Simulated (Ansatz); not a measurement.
YN:

```xyz
2
Lattice="0.0000 2.4385 2.4385 2.4385 0.0000 2.4385 2.4385 2.4385 0.0000" Properties=species:S:1:pos:R:3 pbc="T T T"
Y     0.0000    0.0000    0.0000
N     2.4385    2.4385    2.4385
```

Base run:

```yaml
Program: Ansatz 0.2.0
Functional: HSE06
Potentials_or_basis: all-electron PAW datasets made for the crystal
Cutoff: 310 eV (chosen from the basis error)
k_mesh: 6 × 6 × 6
Occupations: fermi-dirac, width 0.05 eV
Spin: no spin polarisation
```

Its results: band gap on the k mesh 1.07 eV, indirect (least direct gap 1.53 eV); pressure 0.6 GPa.

Task: The run is repeated on the same cell with these changes: functional from HSE06 to PBE0. What comes out?

Result: Band gap on the k mesh 1.73 eV, indirect (least direct gap 2.20 eV); pressure 0.7 GPa.

A k mesh can miss the band edges.
